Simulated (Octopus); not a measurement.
KTaO3:

```xyz
5
Lattice="3.9883 0.0000 0.0000 0.0000 3.9883 0.0000 0.0000 0.0000 3.9883" Properties=species:S:1:pos:R:3 pbc="T T T"
Ta    0.0000    0.0000    0.0000
K     1.9942    1.9942    1.9942
O     0.0000    0.0000    1.9942
O     0.0000    1.9942    0.0000
O     1.9942    0.0000    0.0000
```

Base run:

```yaml
Program: Octopus 16.4
Functional: PBE
Potentials_or_basis: pseudodojo_pbe (PseudoDojo 0.5, PBE)
Grid_spacing: 0.117 Å
k_mesh: 7 × 7 × 7
Occupations: fermi-dirac, width 0.05 eV
Spin: no spin polarisation
```

Its results: band gap on the k mesh 2.30 eV, indirect (least direct gap 2.88 eV).

Q: The run is repeated on the same cell with these changes: functional from PBE to PBEsol; potentials or basis from pseudodojo_pbe (PseudoDojo 0.5, PBE) to pseudodojo_pbesol (PseudoDojo 0.4, PBEsol). What comes out?

A: Band gap on the k mesh 2.21 eV, indirect (least direct gap 2.79 eV).

Caveats: spin-orbit coupling is left out, which moves the levels of the heavy elements; an odd mesh through Γ misses points on the zone boundary, where band edges often lie.

Not every run made on this cell is shown here.
